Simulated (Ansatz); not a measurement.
```yaml
crystal:
  lattice:
    - [0.00000, 2.77056, 2.77056]
    - [2.77056, 0.00000, 2.77056]
    - [2.77056, 2.77056, 0.00000]
  atoms:
    - { symbol: Ga, position: [0.00000, 0.00000, 0.00000] }
    - { symbol: P, position: [0.25000, 0.25000, 0.25000] }
```

These are PBE with spin-orbit coupling, rigid bands (plane waves, PAW; Ansatz, a program for electronic structure) values and carry that method's errors. Condition of this run: hydrostatic pressure of -4.2 GPa (compression positive) (the target of the relaxation). Geometry: cell and atoms relaxed with PBEsol, then loaded as said.

### Question
What conductivity effective mass do dilute holes have at 300 K?

### Answer
0.52 mₑ.

### Question
What conductivity effective mass do dilute electrons have at 300 K?

### Answer
0.124 mₑ.

### Question
And the band gap?

### Answer
1.40 eV at this level; semilocal functionals usually fall short of the measured gap.

Rigid bands, one relaxation time for all states, no polarons. Geometry: cell and atoms relaxed with PBEsol.
